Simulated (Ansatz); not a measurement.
Pb:

```
Pb
1.0
     0.01933    2.46287    2.45281
     2.50286   -0.00675    2.47889
     2.48132    2.46742    0.01479
Pb
1
Cartesian
  0.0000 0.0000 0.0000
```

The cell isn't the ideal one: cell sheared at random, sigma 0.01, atoms nudged by 0.01 Å.

Program: Ansatz 0.2.0. Alike in all runs: potentials or basis Ansatz PAW; no spin polarisation; cell sheared at random, sigma 0.01, atoms nudged by 0.01 Å; smearing fermi-dirac 0.05 eV.

Problem. Order these runs on this cell by their pressure, lowest first.
A. level RPBE; k mesh 9 × 9 × 9; cutoff (eV) 420; points for each segment of the path 14; mesh quality not flagged
B. level BLYP; k mesh 5 × 5 × 5; cutoff (eV) 420; points for each segment of the path 14; mesh quality coarse
C. level LDA; k mesh 5 × 5 × 5; cutoff (eV) 420; points for each segment of the path 14; mesh quality coarse
D. level r2SCAN; k mesh 5 × 5 × 5; cutoff (eV) 500; points for each segment of the path 14; mesh quality coarse
E. level PBE; k mesh 9 × 9 × 9; cutoff (eV) 420; mesh quality not flagged

Solution. C (-2.2 GPa), D (1.1 GPa), E (2.6 GPa), A (4.2 GPa), B (5.9 GPa).

Caveats: some runs use coarse meshes; the PAW data sets come from PBE, with cores solved anew for the run's functional, which leaves a small shift of forces and pressure (some runs); the potentials were made for another functional, which shifts forces and pressure (some runs).

Not every run made on this cell is shown here.
